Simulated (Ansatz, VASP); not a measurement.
## Two plane-wave programs on BN

Contents of INCAR:

```
ALGO = Fast ; DIPOL = 0.5 0.5 0.500
EDIFF = 1E-7 ; ENCUT = 520
GGA = PE ; IDIPOL = 3
ISIF = 2 ; ISMEAR = 0
IVDW = 12 ; LASPH = T
LCHARG = F ; LDIPOL = T
LREAL = F ; LWAVE = F
NBANDS = 11 ; NELM = 80
PREC = Accurate ; SIGMA = 0.02
```

File KPOINTS:

```
k-points
0
Gamma
  12 12 1
```

Contents of POSCAR:

```
BN
1.0
    2.3830000000      0.0000000000      0.0000000000
   -1.1915000000      2.0637385372      0.0000000000
    0.0000000000      0.0000000000     26.0000000000
B N
1 1
Direct
    0.0000000000      0.0000000000      0.5192307692
    0.6666666667      0.3333333333      0.4807692308
```

Input for Ansatz:

```yaml
crystal:
  lattice:
    - [2.383, 0.0, 0.0]
    - [-1.1915, 2.0637385372, 0.0]
    - [0.0, 0.0, 26.0]
  atoms:
    - { symbol: B, position: [0.0, 0.0, 0.5192307692] }
    - { symbol: "N", position: [0.6666666667, 0.3333333333, 0.4807692308] }
  periodic: [true, true, false]
basis:
  ecutwfc: 420
kpoints:
  mp_grid: { grid: [12, 12, 1] }
hamiltonian:
  xc: pbe
  dispersion: d3bj
scf:
  occupations: { method: gaussian, width: 0.02 }
output:
  forces: true
  stress: true
  eigenvalues: true
```

Alike in both runs: task single point; functional PBE; dispersion D3(BJ); k mesh 12 × 12 × 1; occupations gaussian, width 0.02 eV; no spin polarisation.

|  | VASP | Ansatz |
| --- | --- | --- |
| version | VASP 6.6.1 | Ansatz 0.2.0 |
| potentials or method | VASP PAW PBE potentials, release 64 (B, N) | scalar-relativistic, plane waves, PAW |
| plane-wave cutoff (eV) | 520 | 420 |
| valence electrons in the cell | 8 | 8 |

Ansatz gave:

| Quantity | Value |
| --- | --- |
| gap on the k mesh at the Fermi level (eV) | none |
| rms of the force components (eV/Å) | 3.751 |
| work function, face that differs most (eV) | 4.91 |

Problem. What did VASP give for the same quantities?

Solution. gap on the k mesh at the Fermi level (eV): none; rms of the force components (eV/Å): 3.749; work function, face that differs most (eV): 4.86.

Atom by atom the forces differ by 0.002 eV/Å (rms over components). A gap of «none» marks a metal or a gap that the smearing closes.
